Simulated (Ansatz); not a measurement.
# Ti (Fm-3m) in Ansatz: a series of runs

One crystal, Ti, is run at these levels: LDA; tasks: single point, equation of state.

Program: Ansatz 0.2.0. These are calculated values, not measurements. Logs are shortened: lines on timing, memory, paths and dates and some standing lists are left out, and cuts for length are marked.

## Step 1: Starting point

Symmetry: Fm-3m, No. 225, cubic system. Conventional cell: a = 4.060 Å, b = 4.060 Å, c = 4.060 Å, α = 90.00°, β = 90.00°, γ = 90.00°. Around Ti (site symmetry m-3m) lie 12 Ti at 2.87 Å.

This isn't the form of Ti at room conditions, which is hcp.

## Step 2: Single point, LDA, 15.73 Å³/atom (volume scaled by 0.94)

input.yaml

```yaml
crystal:
  lattice:
    - [0.0, 1.9885598007, 1.9885598007]
    - [1.9885598007, 0.0, 1.9885598007]
    - [1.9885598007, 1.9885598007, 0.0]
  atoms:
    - { symbol: Ti, position: [0.0, 0.0, 0.0] }
hamiltonian:
  xc: lda
  pseudopotentials: { kind: paw }
kpoints:
  mp_grid: { grid: [11, 11, 11] }
scf:
  occupations: { method: fermi_dirac, width: 0.05 }
output:
  forces: true
  stress: true
  eigenvalues: true
```

Potentials or basis: Ansatz PAW.

Command:

```console
$ ansatz run input.yaml --threads 2 --pin off --max-ram 5632MiB --backend cpu --events-out ev --progress --plain --runs-dir out
```

Standard output:

```text
Warning: RAYON_NUM_THREADS=2 ignored (pool sized by the plan → 2); use --threads N
Engine: ansatz 0.2.0, x86_64-unknown-linux-gnu
Pseudopotentials: kind: paw
Pseudopotential: Ti, paw, valence charge 12, recommended cutoff 420 eV (normal), Ti.paw.azcp
Functional definition: SPW92
  exchange = slater_x
  correlation = pw_c
Crystal: 1 atoms, lattice volume = 15.727 Å³
Basis set: ecut = 420 eV, 331 PW (Γ)
Bands: 10, of which v1, the nominal top of the filled ones, is band 6 counted from 1 (5 counted from 0)
Symmetry: 48 space group operations
Space group: Fm-3m (ITA 225), of the structure as read, at distance tolerance 2.5e-5 Å
k-points: 56 of 1331
Non-local potential: Ti, projectors of the file, l = 0: 3, l = 1: 2, l = 2: 3, l = 3: 1
PAW form: soft (Blöchl's): semilocal exchange-correlation on the pseudo side does not see the compensation charge
PAW frozen core: Ti, regenerated for the run's functional, and the local potential with it (the file was generated under x = pbe(κ = 0.804, μ = 0.2195149727645171), c = pbe(β = 0.06672455060314922))
PAW one-centre angular grid: Ti, 590 points (default); XC on 64 Gauss nodes
Initial density: superposition of atomic densities (neutral atoms: chi_scale 0, normalization atom), corrected by the library's trained network
Initial wavefunctions: pseudopotential atomic-orbital guess
Functional: x = slater, c = lda
SCF iter   1: F=—  HF=-2450.260669 eV  |F-HF|=—  |Δ(HF+E_count)|=         —  Δρ=5.77e-3  dr2=1.93e-3  ethr=1.77e-3  ⟨swp⟩=4.4  Hψ=2966  notcnv=0
preconditioner: auto → none  [metal: Δε(μ)=0.127 eV  Ē_g=4.531 eV  σ=0.050 eV  W_gap=0.49  n_scr=0 (ndim 8)  ℏωp=18.7 eV  f_vac=0.000  D(μ)=0.83/eV (n_scr^D=8)]
SCF iter   2: F=—  HF=-2450.260341 eV  |F-HF|=—  |Δ(HF+E_count)|=   3.28e-4  Δρ=2.48e-3  dr2=3.83e-4  ethr=1.61e-5  ⟨swp⟩=2.2  Hψ=1157  notcnv=0
SCF iter   3: F=—  HF=-2450.260383 eV  |F-HF|=—  |Δ(HF+E_count)|=   4.16e-5  Δρ=9.20e-4  dr2=7.81e-5  ethr=3.19e-6  ⟨swp⟩=1.9  Hψ=641  notcnv=0
SCF iter   4: F=—  HF=-2450.260364 eV  |F-HF|=—  |Δ(HF+E_count)|=   1.85e-5  Δρ=5.42e-5  dr2=1.34e-7  ethr=6.51e-7  ⟨swp⟩=2.9  Hψ=897  notcnv=0
iter 5 did not close the SCF: its close was put off for the readings that it lacked (scf_convergence_deferred on its scf_iter line)
SCF iter   5: F=-2450.260364 eV  HF=-2450.260364 eV  |F-HF|=2.21e-9  |Δ(HF+E_count)|=   1.71e-8  Δρ=5.30e-6  dr2=3.53e-9  ethr=1.11e-9  ⟨swp⟩=2.9  Hψ=921  notcnv=0
SCF iter   6: F=-2450.260364 eV  HF=-2450.260364 eV  |F-HF|=5.46e-12  |Δ(HF+E_count)|=  9.32e-10  Δρ=4.71e-7  dr2=6.91e-12  ethr=2.94e-11  ⟨swp⟩=1.9  Hψ=1564  notcnv=0
SCF 1 converged in 6 iterations: F = -2450.260364 eV  dr2 = 6.91e-12
SCF converged after 6 iterations
Free energy (F): -2450.260364 eV
Harris-Foulkes:  -2450.260364 eV  (|F-HF|=5.46e-12)
Internal energy: -2450.252241 eV  (E = F + TS)
E sigma→0 (E₀):  -2450.256303 eV
Entropy (-TS):   -0.008123 eV (-8.123 meV/atom)
Fermi energy:    14.580269 eV
--- Per-component energies (eV) ---
  E_band       = -137.369182
  E_kinetic    = 275.028190
  E_local      = -762.228601  (includes V_loc(G=0)·N_el)
  E_nonlocal   = 12.489841
  E_hartree    = 316.212626
  E_xc         = -97.377518
  E_vxc        = -122.580685  (∫ρ·V_xc dr)
  E_paw        = -999.499169  (= ΣΔE_a)
  E_vpaw       = -172.503267  (= ΣTr[D̂ρ^β])
  E_aug_tail   = 0.000115  (compensation charges beyond the density's cutoff)
  E_ewald      = -1195.203676
  E_core_change = 0.325950  (= ΣΔE_core)
  E_smearing   = -0.008123  (= −TS)
  E_closure    = 0.000000  (closes the sum)
  Σ components = -2450.260364   (vs F -2450.260364, Δ=0.00e0)
--- Forces (eV/Å), atoms counted from 1 ---
  atom   1  Ti    -0.00000000    -0.00000000     0.00000000
  max |Σ_I F_I| component: 2.36e-32 eV/Å
--- Stress (GPa, compression-positive) ---
        2.135088      -0.000000      -0.000000
       -0.000000       2.135088       0.000000
       -0.000000       0.000000       2.135088
  P = ⅓ Tr σ = 2.1351 GPa (21.351 kbar)
--- Band table (eV; the first three rows and the last of 56) ---
  k-point 0: bands = ["-41.3519", "-17.3817", "-17.3817", "-17.3817", "8.3783", "15.4934", "15.4934", "15.4934", "17.3413", "17.3413"]
  k-point 1: bands = ["-41.3368", "-17.4605", "-17.3913", "-17.3913", "8.6699", "15.3117", "15.5994", "15.5994", "17.2733", "17.2733"]
  k-point 2: bands = ["-41.2962", "-17.6689", "-17.4168", "-17.4168", "9.4771", "14.9029", "15.7840", "15.7840", "17.2292", "17.2292"]
  k-point 55: bands = ["-41.0981", "-18.0225", "-17.9715", "-17.7053", "12.8526", "13.8552", "14.4670", "16.9567", "18.8268", "23.6435"]
```

It took 0.61 s on 2 threads of AMD EPYC 7R43 (Zen 3), shared host; peak memory 0.32 GiB.

Results:

| Quantity | Value |
| --- | --- |
| Free energy | -2450.2604 eV |
| Pressure | 2.1 GPa |
| Band gap on the k mesh | none (metal or under the smearing width) |

Caveat: the PAW data sets come from PBE, with cores solved anew for the run's functional, which leaves a small shift of forces and pressure.

## Step 3: Single point, LDA, 16.06 Å³/atom (volume scaled by 0.96)

Edit input.yaml of step 2 so:

```diff
@@ -2,5 +2,5 @@
   lattice:
-    - [0.0, 1.9885598007, 1.9885598007]
-    - [1.9885598007, 0.0, 1.9885598007]
-    - [1.9885598007, 1.9885598007, 0.0]
+    - [0.0, 2.0025642044, 2.0025642044]
+    - [2.0025642044, 0.0, 2.0025642044]
+    - [2.0025642044, 2.0025642044, 0.0]
   atoms:
```

Potentials or basis: Ansatz PAW.

Command:

```console
$ ansatz run input.yaml --threads 2 --pin off --max-ram 5632MiB --backend cpu --events-out ev --progress --plain --runs-dir out
```

Run time: 0.64 s. Hardware: 2 threads of AMD EPYC 7R43 (Zen 3), shared host; peak memory 0.32 GiB.

The run converged. Its results:

```yaml
Free_energy: -2450.2620 eV
Pressure: -0.5 GPa
Band_gap_on_the_k_mesh: none (metal or under the smearing width)
```

Caveat: the PAW data sets come from PBE, with cores solved anew for the run's functional, which leaves a small shift of forces and pressure.

## Step 4: Single point, LDA, 16.40 Å³/atom (volume scaled by 0.98)

Edit input.yaml of step 3 so:

```diff
@@ -2,5 +2,5 @@
   lattice:
-    - [0.0, 2.0025642044, 2.0025642044]
-    - [2.0025642044, 0.0, 2.0025642044]
-    - [2.0025642044, 2.0025642044, 0.0]
+    - [0.0, 2.0163754284, 2.0163754284]
+    - [2.0163754284, 0.0, 2.0163754284]
+    - [2.0163754284, 2.0163754284, 0.0]
   atoms:
```

Command:

```console
$ ansatz run input.yaml --threads 2 --pin off --max-ram 5632MiB --backend cpu --events-out ev --progress --plain --runs-dir out
```

Wall time 0.62 s (2 threads of AMD EPYC 7R43 (Zen 3), shared host); peak memory 0.31 GiB.

Results (log left out):

```
Free energy            : -2450.2583 eV
Pressure               : -2.9 GPa
Band gap on the k mesh : none (metal or under the smearing width)
```

Caveat: the PAW data sets come from PBE, with cores solved anew for the run's functional, which leaves a small shift of forces and pressure.

## Step 5: Single point, LDA, 16.73 Å³/atom

Edit input.yaml of step 4 so:

```diff
@@ -2,5 +2,5 @@
   lattice:
-    - [0.0, 2.0163754284, 2.0163754284]
-    - [2.0163754284, 0.0, 2.0163754284]
-    - [2.0163754284, 2.0163754284, 0.0]
+    - [0.0, 2.03, 2.03]
+    - [2.03, 0.0, 2.03]
+    - [2.03, 2.03, 0.0]
   atoms:
```

Command:

```console
$ ansatz run input.yaml --threads 2 --pin off --max-ram 5632MiB --backend cpu --events-out ev --progress --plain --runs-dir out
```

Run time: 0.59 s. Hardware: 2 threads of AMD EPYC 7R43 (Zen 3), shared host; peak memory 0.32 GiB.

The run converged. Its results:

```yaml
Free_energy: -2450.2499 eV
Pressure: -5.1 GPa
Band_gap_on_the_k_mesh: none (metal or under the smearing width)
```

Caveat: the PAW data sets come from PBE, with cores solved anew for the run's functional, which leaves a small shift of forces and pressure.

## Step 6: Single point, LDA, 17.07 Å³/atom (volume scaled by 1.02)

Edit input.yaml of step 5 so:

```diff
@@ -2,5 +2,5 @@
   lattice:
-    - [0.0, 2.03, 2.03]
-    - [2.03, 0.0, 2.03]
-    - [2.03, 2.03, 0.0]
+    - [0.0, 2.0434441004, 2.0434441004]
+    - [2.0434441004, 0.0, 2.0434441004]
+    - [2.0434441004, 2.0434441004, 0.0]
   atoms:
```

Potentials or basis: Ansatz PAW.

Command:

```console
$ ansatz run input.yaml --threads 2 --pin off --max-ram 5632MiB --backend cpu --events-out ev --progress --plain --runs-dir out
```

Run time: 0.65 s. Hardware: 2 threads of AMD EPYC 7R43 (Zen 3), shared host; peak memory 0.31 GiB.

The run converged. Its results:

- Free energy: -2450.2370 eV
- Pressure: -7.1 GPa
- Band gap on the k mesh: none (metal or under the smearing width)

Caveat: the PAW data sets come from PBE, with cores solved anew for the run's functional, which leaves a small shift of forces and pressure.

## Step 7: Single point, LDA, 17.40 Å³/atom (volume scaled by 1.04)

Edit input.yaml of step 6 so:

```diff
@@ -2,5 +2,5 @@
   lattice:
-    - [0.0, 2.0434441004, 2.0434441004]
-    - [2.0434441004, 0.0, 2.0434441004]
-    - [2.0434441004, 2.0434441004, 0.0]
+    - [0.0, 2.0567135898, 2.0567135898]
+    - [2.0567135898, 0.0, 2.0567135898]
+    - [2.0567135898, 2.0567135898, 0.0]
   atoms:
```

Command:

```console
$ ansatz run input.yaml --threads 2 --pin off --max-ram 5632MiB --backend cpu --events-out ev --progress --plain --runs-dir out
```

Wall time 0.66 s (2 threads of AMD EPYC 7R43 (Zen 3), shared host); peak memory 0.32 GiB.

Results (log left out):

```yaml
Free_energy: -2450.2202 eV
Pressure: -8.9 GPa
Band_gap_on_the_k_mesh: none (metal or under the smearing width)
```

Caveat: the PAW data sets come from PBE, with cores solved anew for the run's functional, which leaves a small shift of forces and pressure.

## Step 8: Single point, LDA, 17.73 Å³/atom (volume scaled by 1.06)

Edit input.yaml of step 7 so:

```diff
@@ -2,5 +2,5 @@
   lattice:
-    - [0.0, 2.0567135898, 2.0567135898]
-    - [2.0567135898, 0.0, 2.0567135898]
-    - [2.0567135898, 2.0567135898, 0.0]
+    - [0.0, 2.0698140295, 2.0698140295]
+    - [2.0698140295, 0.0, 2.0698140295]
+    - [2.0698140295, 2.0698140295, 0.0]
   atoms:
```

Command:

```console
$ ansatz run input.yaml --threads 2 --pin off --max-ram 5632MiB --backend cpu --events-out ev --progress --plain --runs-dir out
```

Wall time 0.86 s (2 threads of AMD EPYC 7R43 (Zen 3), shared host); peak memory 0.32 GiB.

The run converged. Its results:

```
Free energy            : -2450.1999 eV
Pressure               : -10.6 GPa
Band gap on the k mesh : none (metal or under the smearing width)
```

Caveat: the PAW data sets come from PBE, with cores solved anew for the run's functional, which leaves a small shift of forces and pressure.

## Step 9: Equation of state, LDA

Potentials or basis: Ansatz PAW.

This step only gathers the single runs of the series.

Results:

| Item | Value |
| --- | --- |
| Equilibrium volume | 15.99 Å³/atom |
| Bulk modulus | 123 GPa |
| Pressure derivative of the bulk modulus | 3.6 |

Energy against volume, from the lowest point:
| volume (Å³/atom) | energy (meV/atom) |
| --- | --- |
| 15.727 | 1.63 |
| 16.062 | 0.00 |
| 16.396 | 3.67 |
| 16.731 | 12.14 |
| 17.065 | 24.96 |
| 17.400 | 41.75 |
| 17.735 | 62.14 |

LDA usually gives volumes a few per cent too small. Zero-point motion and thermal expansion aren't in these numbers.
